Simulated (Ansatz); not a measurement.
Sn:

```xyz
2
Lattice="-2.9592 2.8679 1.6970 2.9233 -2.8505 1.5989 2.9526 2.8439 -1.6650" Properties=species:S:1:pos:R:3 pbc="T T T"
Sn    0.0000    0.0000    0.0000
Sn   -0.0123    2.8602    0.8400
```

The cell isn't the ideal one: cell strained at random at fixed volume.

* Program: Ansatz 0.2.0
* Task: relaxation of cell and atoms
* Functional: PBEsol
* Dispersion: D4
* Potentials or basis: PseudoDojo PBEsol
* Cutoff: 980 eV
* Density cutoff: 3918 eV
* k mesh: 7 × 7 × 5
* Occupations: gaussian, width 0.025 eV
* Spin: no spin polarisation

At the start: volume 27.65 Å³/atom.

Question: Where does the relaxation end?

Answer: Over 7 steps the energy falls by 31.8 meV/atom and the volume is 26.17 Å³/atom (-5.4 %); space group P-1 (No. 2, to 0.05 Å).

Step by step:
```csv
step,energy change (eV),largest force (eV/Å),volume (Å³)
1,0.0000,0.0873,55.30
2,-0.0546,0.0254,51.59
3,-0.0627,0.0040,52.00
4,-0.0636,0.0111,52.50
5,-0.0638,0.0060,52.35
6,-0.0638,0.0049,52.34
7,-0.0637,0.0049,52.34
```

Final structure:
```xyz
2
Lattice="-2.9160 2.9256 1.5782 2.9436 -2.8935 1.5728 2.8430 2.8175 -1.5233" Properties=species:S:1:pos:R:3 pbc="T T T"
Sn   -0.0009   -0.0005   -0.0262
Sn   -0.0287    2.8800    0.8414
```
